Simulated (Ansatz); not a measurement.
# SrO, one cell by several methods

```
Sr O
1.0
     0.00000    2.67259    2.56980
     2.67259    0.00000    2.56980
     2.67259    2.67259    0.00000
Sr O
1 1
Cartesian
  0.0000 0.0000 0.0000
  2.6726 2.6726 2.5698
```

Atom numbers follow the list: Sr1, O2.

The geometry is COD entry 1100027, unchecked; take it as a test cell. It is an old determination, and later ones may differ. The listed cell was then made from it by scaling, straining or moving an atom.

Methods: DFT, PBE, PAW with Ansatz's default frozen-core files, scalar-relativistic (Ansatz 0.2.0); DFT, PBE, all-electron PAW with datasets made for the crystal, scalar-relativistic (Ansatz 0.2.0); DFT, PBE, all-electron LAPW, scalar-relativistic (Ansatz 0.2.0).

For PAW: a Γ-centred 8×8×8 k mesh, Fermi–Dirac smearing of 0.03 eV, cutoff 420 eV, no spin polarisation. The crystal-made all-electron datasets (AE datasets) take a cutoff of 300 eV at this cell. LAPW targets a basis error of 0.5 meV/atom. The Ansatz runs share mesh, smearing and spin set-up. Plane-wave (PAW) pressures include the program's estimate of the Pulay term.

Stress and pressure are positive in compression.

The change that made this cell: x and y strained by +4 %, z held.

No spin–orbit coupling: at heavy atoms the gradients can be off by tens of per cent for that reason.

```tsv
quantity	PAW	AE datasets	LAPW
pressure (GPa)	-3.27	-3.27	-3.27
stress xx (GPa)	-4.47	-4.47	-4.47
stress zz (GPa)	-0.87	-0.87	-0.87
band gap (eV)	3.173	3.171	3.170
field gradient Vzz at Sr1 (10²¹ V/m²)	-3.73	-3.67	–
field gradient Vzz at O2 (10²¹ V/m²)	-1.20	-1.20	–
```

PAW's pressure differs from the LAPW value by about 0.01 GPa or less.
